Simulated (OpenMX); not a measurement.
Write the native input for OpenMX 3.8.5 that does the following.

```
Task                : single point
Functional          : PBE
Potentials or basis : OpenMX 2013 PBE set, As7.0-s3p2d2, grid cutoff 500 Ry
k mesh              : 7 × 7 × 7
Occupations         : fermi-dirac, width 0.05 eV
Spin                : no spin polarisation
Mixing scheme       : rmm-diisk
SCF threshold       : 1e-08 Ha
Solver              : band
Max SCF cycles      : 100
```

Crystal: As.

```xyz
2
Lattice="1.8554 1.0712 3.4666 -1.8554 1.0712 3.4666 0.0000 -2.1424 3.4666" Properties=species:S:1:pos:R:3 pbc="T T T"
As    0.0000    0.0000    2.3503
As    0.0000    0.0000    8.0494
```

One way to write it, as run:

As.dat

```
System.CurrrentDirectory             ./
System.Name                          As
DATA.PATH                            ./DFT_DATA13
level.of.stdout                      1
level.of.fileout                     0
Species.Number                       1
<Definition.of.Atomic.Species
  As  As7.0-s3p2d2           As_PBE13
Definition.of.Atomic.Species>

Atoms.Number                         2
Atoms.SpeciesAndCoordinates.Unit     FRAC
<Atoms.SpeciesAndCoordinates
    1  As    0.2260000000    0.2260000000    0.2260000000   7.500  7.500
    2  As    0.7740000000    0.7740000000    0.7740000000   7.500  7.500
Atoms.SpeciesAndCoordinates>

Atoms.UnitVectors.Unit               Ang
<Atoms.UnitVectors
     1.8553776084    1.0712027616    3.4665688483
    -1.8553776084    1.0712027616    3.4665688483
     0.0000000000   -2.1424055233    3.4665688483
Atoms.UnitVectors>

scf.XcType                           GGA-PBE
scf.SpinPolarization                 off
scf.ElectronicTemperature            580.226
scf.energycutoff                     500.0
scf.maxIter                          100
scf.EigenvalueSolver                 band
scf.Kgrid                            7 7 7
scf.Mixing.Type                      rmm-diisk
scf.Init.Mixing.Weight               0.05
scf.Min.Mixing.Weight                0.001
scf.Max.Mixing.Weight                0.3
scf.Mixing.History                   25
scf.Mixing.StartPulay                8
scf.criterion                        1.0e-8
scf.stress.tensor                    on
MD.Type                              nomd
```

Potentials or basis: OpenMX 2013 PBE set, As7.0-s3p2d2, grid cutoff 500 Ry.

Run with:

```console
$ openmx As.dat -nt 1 > As.std
```

Results of the run:

```json
{
 "Pressure": "10.3 GPa",
 "Largest force": "1.462 eV/Å",
 "Band gap on the k mesh": "none (metal or under the smearing width)"
}
```

Caveat: the basis of atomic orbitals isn't converged, which shifts pressures, moduli and gaps; forces of over 1 eV/Å show positions far from the minimum, so gaps and moduli don't describe the material at rest.

Run time: 2.8 min on 1 thread of Intel(R) Xeon(R) Platinum 8259CL CPU @ 2.50GHz (Skylake/Cascade Lake), on a shared host, peak memory 0.72 GiB.
